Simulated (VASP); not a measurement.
# C in VASP: notebook, part 2 of 3

VASP 6.6.1. The steps go on from the part before.

**3. Relaxation of the atoms, PBEsol**

INCAR reads:

```
ALGO = Normal
DIPOL = 0.5 0.5 0.500
EDIFF = 1E-6
EDIFFG = -0.02
ENCUT = 520
GGA = PS
IBRION = 2
IDIPOL = 3
ISIF = 2
ISMEAR = 0
KPAR = 4
LASPH = True
LCHARG = False
LDIPOL = True
LREAL = False
LWAVE = False
NELM = 80
NSW = 80
PREC = Accurate
SIGMA = 0.03
```

KPOINTS reads:

```
k-points
0
Gamma
  12 12 1
```

POSCAR reads:

```
C
1.0
    2.5136995500      0.0000000000      0.0000000000
   -1.2568497800      2.1769276700      0.0000000000
    0.0000000000      0.0000000000     27.8276693200
C
14
Direct
    0.0000000000      0.0000000000      0.2695159200
    0.6666666700      0.3333333300      0.2879546500
    0.6666666700      0.3333333300      0.3432708300
    0.3333333300      0.6666666700      0.3617095500
    0.3333333300      0.6666666700      0.4170257300
    0.0000000000      0.0000000000      0.4354644600
    0.0000000000      0.0000000000      0.4907806400
    0.6666666700      0.3333333300      0.5092193600
    0.6666666700      0.3333333300      0.5645355400
    0.3333333300      0.6666666700      0.5829742700
    0.3333333300      0.6666666700      0.6382904500
    0.0000000000      0.0000000000      0.6567291700
    0.0000000000      0.0000000000      0.7120453500
    0.6666666700      0.3333333300      0.7304840800
```

Potentials or basis: VASP PAW PBE potentials, release 64 (C).

Started as:

```sh
$ cat potpaw_PBE.64/C/POTCAR > POTCAR
$ mpirun -np 4 vasp_std > vasp.out
```

OUTCAR:

```text
EDIFF = 1E-6
   EDIFFG = -0.02
   ENCUT = 520
   GGA = PS
   IBRION = 2
   ISIF = 2
   ISMEAR = 0
   LASPH = True
   LREAL = False
   NELM = 80
   NSW = 80
   PREC = Accurate

 ion  position               nearest neighbor table
   1  0.000  0.000  0.270-   2 1.54   2 1.54   2 1.54
   2  0.667  0.333  0.288-   1 1.54   1 1.54   1 1.54   3 1.54
   3  0.667  0.333  0.343-   4 1.54   4 1.54   4 1.54   2 1.54
   4  0.333  0.667  0.362-   3 1.54   3 1.54   3 1.54   5 1.54
   5  0.333  0.667  0.417-   6 1.54   6 1.54   6 1.54   4 1.54
   6  0.000  0.000  0.435-   5 1.54   5 1.54   5 1.54   7 1.54
   7  0.000  0.000  0.491-   8 1.54   8 1.54   8 1.54   6 1.54
   8  0.667  0.333  0.509-   7 1.54   7 1.54   7 1.54   9 1.54
   9  0.667  0.333  0.565-  10 1.54  10 1.54   8 1.54  10 1.54
  10  0.333  0.667  0.583-   9 1.54   9 1.54  11 1.54   9 1.54
  11  0.333  0.667  0.638-  12 1.54  12 1.54  12 1.54  10 1.54
  12  0.000  0.000  0.657-  11 1.54  11 1.54  11 1.54  13 1.54
  13  0.000  0.000  0.712-  14 1.54  14 1.54  14 1.54  12 1.54
  14  0.667  0.333  0.730-  13 1.54  13 1.54  13 1.54

  LATTYP: Found a hexagonal cell.
 ALAT       =     2.5136995500
 C/A-ratio  =    11.0704039073

  Lattice vectors:

 A1 = (   2.5136995500,   0.0000000000,   0.0000000000)
[... 345 lines left out ...]

 number of electron      55.9999999 magnetization

------------------------ aborting loop because EDIFF is reached ----------------------------------------
[... 91 lines left out ...]
--------------------------------------- Ionic step       12  -------------------------------------------

 number of electron      55.9999999 magnetization

 dipolmoment           0.000000      0.000000     -0.000000 electrons x Angstroem

 Free energy of the ion-electron system (eV)
  ---------------------------------------------------
  ext. energy  EPLUGINS =         0.00000000
  ---------------------------------------------------
  free energy    TOTEN  =      -130.62459264 eV

  energy without entropy =     -130.62324178  energy(sigma->0) =     -130.62391721

 E-fermi :   3.5524     XC(G=0):  -7.5159

 val. band max:        3.5200999284   @ k =   0.3333   0.0833   0.0000
 cond. band min:       3.5554903560   @ k =   0.3333  -0.0000   0.0000
 fundamental gap:      0.0353904275
 Fermi energy:         3.5523891604

 k-point     1 :       0.0000    0.0000    0.0000
  band No.  band energies     occupation
      1     -19.9163      2.00000
      2     -19.3177      2.00000
      3     -18.5193      2.00000
      4     -17.5744      2.00000
      5     -16.4936      2.00000
      6     -15.2412      2.00000
[... 730 lines left out ...]
     35      10.6819      0.00000
     36      11.5559      0.00000

------------------------ aborting loop because EDIFF is reached ----------------------------------------

 vacuum level on the upper side and lower side of the slab       (xc-potential included)        -0.070        -0.070

  FORCE on cell =-STRESS in cart. coord.  units (eV):
  Direction    XX          YY          ZZ          XY          YZ          ZX
  --------------------------------------------------------------------------------------
  -------------------------------------------------------------------------------------
  Total        0.4761782      0.4761782     -0.1790395     -0.0000000      0.0000000     -0.0000000
  in kB        5.0100946      5.0100946     -1.8837590     -0.0000000      0.0000000     -0.0000000
  external PRESSURE =       2.7121434 kB  Pullay stress =       0.0000000 kB
[... 29 lines left out ...]
  FREE ENERGIE OF THE ION-ELECTRON SYSTEM (eV)
  ---------------------------------------------------
  free  energy   TOTEN  =      -130.6245926373 eV

  energy  without entropy=     -130.6232417751  energy(sigma->0) =     -130.62391721

 reached required accuracy - stopping structural energy minimisation

 vacuum level on the upper side and lower side of the slab         8.279         8.279
```

OSZICAR:

```text
N       E                     dE             d eps       ncg     rms          rms(c)
DAV:   1     0.339974370158E+03    0.33997E+03   -0.28551E+04  1368   0.142E+03
DAV:   2    -0.104768400622E+03   -0.44474E+03   -0.43348E+03  1848   0.315E+02
DAV:   3    -0.133332559676E+03   -0.28564E+02   -0.28262E+02  1652   0.837E+01
[... 109 lines left out ...]
       N       E                     dE             d eps       ncg     rms          rms(c)
DAV:   1    -0.130624586525E+03   -0.58735E-04   -0.89527E-03  1388   0.540E-01    0.175E-02
DAV:   2    -0.130624593667E+03   -0.71416E-05   -0.18485E-04  1840   0.815E-02    0.119E-02
DAV:   3    -0.130624592676E+03    0.99045E-06   -0.16763E-05  1832   0.240E-02    0.570E-03
DAV:   4    -0.130624592637E+03    0.39205E-07   -0.23837E-06  1360   0.902E-03
  12 F= -.13062459E+03 E0= -.13062392E+03  d E =-.734087E-04
```

CONTCAR:

```text
C
   1.00000000000000
     2.5136995500000001    0.0000000000000000    0.0000000000000000
    -1.2568497800000000    2.1769276700000000    0.0000000000000000
     0.0000000000000000    0.0000000000000000   27.8276693199999983
  C
    14
Direct
[... 17 lines left out ...]
  0.00000000E+00  0.00000000E+00  0.00000000E+00
  0.00000000E+00  0.00000000E+00  0.00000000E+00
  0.00000000E+00  0.00000000E+00  0.00000000E+00
  0.00000000E+00  0.00000000E+00  0.00000000E+00
  0.00000000E+00  0.00000000E+00  0.00000000E+00
  0.00000000E+00  0.00000000E+00  0.00000000E+00
  0.00000000E+00  0.00000000E+00  0.00000000E+00
  0.00000000E+00  0.00000000E+00  0.00000000E+00
  0.00000000E+00  0.00000000E+00  0.00000000E+00
  0.00000000E+00  0.00000000E+00  0.00000000E+00
  0.00000000E+00  0.00000000E+00  0.00000000E+00
  0.00000000E+00  0.00000000E+00  0.00000000E+00
```

Wall time 6.2 min (4 MPI ranks of Intel Xeon Platinum 8488C (Sapphire Rapids), shared host); peak memory 0.31 GiB.

Results:

```yaml
Free_energy: -130.6246 eV
Energy_gained_by_relaxing: 77.4 meV/atom
Ionic_steps: 12
Largest_force_after_relaxing: 0.006 eV/Å
Band_gap_on_the_k_mesh: none (metal or under the smearing width)
```

Forces on the atoms (eV/Å):
```
C    0.000  0.000  0.000
C    0.000  0.000  0.006
C    0.000  0.000 -0.001
C    0.000  0.000  0.001
C    0.000  0.000  0.005
C    0.000  0.000 -0.002
C    0.000  0.000 -0.004
C    0.000  0.000  0.004
C    0.000  0.000  0.002
C    0.000  0.000 -0.005
C    0.000  0.000 -0.001
C    0.000  0.000  0.001
C    0.000  0.000 -0.006
C    0.000  0.000  0.000
```

Step by step:
| step | energy change (eV) | largest force (eV/Å) | pressure (GPa) |
| --- | --- | --- | --- |
| 1 | 0.0000 | 4.7947 | -0.88 |
| 2 | -0.6699 | 2.2716 | 1.27 |
| 3 | -1.0779 | 0.2546 | 0.20 |
| 4 | -1.0777 | 0.2545 | 0.17 |
| 5 | -1.0812 | 0.2512 | 0.20 |
| 6 | -1.0818 | 0.1480 | 0.19 |
| 7 | -1.0827 | 0.1575 | 0.26 |
| 8 | -1.0833 | 0.0788 | 0.23 |
| 9 | -1.0838 | 0.0436 | 0.27 |
| 10 | -1.0838 | 0.0450 | 0.27 |
| 11 | -1.0838 | 0.0416 | 0.27 |
| 12 | -1.0839 | 0.0060 | 0.27 |

Final structure:
```
C
1.0
     2.51370    0.00000    0.00000
    -1.25685    2.17693    0.00000
     0.00000    0.00000   27.82767
C
14
Direct
  0.00000 0.00000 0.27407
  0.66667 0.33333 0.28347
  0.66667 0.33333 0.34362
  0.33333 0.66667 0.36110
  0.33333 0.66667 0.41699
  0.00000 0.00000 0.43535
  0.00000 0.00000 0.49079
  0.66667 0.33333 0.50921
  0.66667 0.33333 0.56465
  0.33333 0.66667 0.58301
  0.33333 0.66667 0.63890
  0.00000 0.00000 0.65638
  0.00000 0.00000 0.71653
  0.66667 0.33333 0.72593
```

Levels at points of the mesh, in eV from the Fermi level:
```tsv
k point	band 24	band 25	band 26	band 27	band 28	band 29	band 30	band 31
(0.00, 0.00, 0.00)	-2.50	-2.50	-2.17	-2.17	0.33	0.74	3.98	3.98
(0.50, 0.00, 0.00)	-5.76	-5.42	-5.09	-5.03	-0.25	-0.24	2.73	3.03
```

Caveat: the PAW data sets were made with another functional, which shifts forces and pressure a little.

(Part 2 of 3 ends here.)
